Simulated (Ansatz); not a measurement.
**GaN under changes of volume**

One of the cells (11.444 Å³/atom); the others are scaled copies at fixed shape and fractional positions:

```
Ga N
1.0
     0.00000    2.25350    2.25350
     2.25350    0.00000    2.25350
     2.25350    2.25350    0.00000
Ga N
1 1
Direct
  0.00000 0.00000 0.00000
  0.25000 0.25000 0.25000
```

The cell is a database's computed one.

* Program: Ansatz 0.2.0
* Functional: BHLYP
* Potentials or basis: Ansatz PAW
* Cutoff: 420 eV (not typed: the program's choice for these potentials)
* k mesh: 5 × 5 × 5
* Occupations: fermi-dirac, width 0.05 eV
* Spin: no spin polarisation

| volume (Å³/atom) | energy over the lowest point (meV/atom) | pressure (GPa) | gap on the mesh (eV) |
| --- | --- | --- | --- |
| 10.757 | ? | ? | ? |
| 10.986 | 6.14 | 6.8 | 6.29 |
| 11.215 | 0.00 | 2.1 | 6.11 |
| 11.444 | 0.11 | -2.2 | 5.93 |
| 11.673 | 6.00 | -6.0 | 5.76 |
| 11.902 | 17.09 | -9.5 | 5.58 |
| 12.131 | 33.08 | -12.6 | 5.41 |

What does the run at 10.757 Å³/atom give?

Energy over the lowest point 19.80 meV/atom; pressure 12.1 GPa; gap on the mesh 6.48 eV.

Worked out: A Birch-Murnaghan fit of order 3 (a polynomial in V^(-2/3)) to the other rows has its minimum at 11.32 Å³/atom with B0 = V·E''(V) = 208 GPa and B' = 3.2. It gives 19.09 meV/atom at 10.757 Å³/atom, against the run's 19.80, and -dE/dV = 11.6 GPa, against 12.1. A straight line through the other rows of the gap, of slope -8.88 eV per unit of ln V (its deformation potential), extrapolates to 6.48 eV, against the run's 6.48.

Energies are extrapolated to zero smearing.

Caveats: all runs use coarse meshes; odd divisions of the mesh miss points on the zone boundary, where band edges often lie, so the gap on the mesh can be too wide; the PAW data sets come from PBE, with cores solved anew for the run's functional, which leaves a small shift of forces and pressure; the thresholds are loose for stress.

Spin-orbit coupling on Ga is left out.
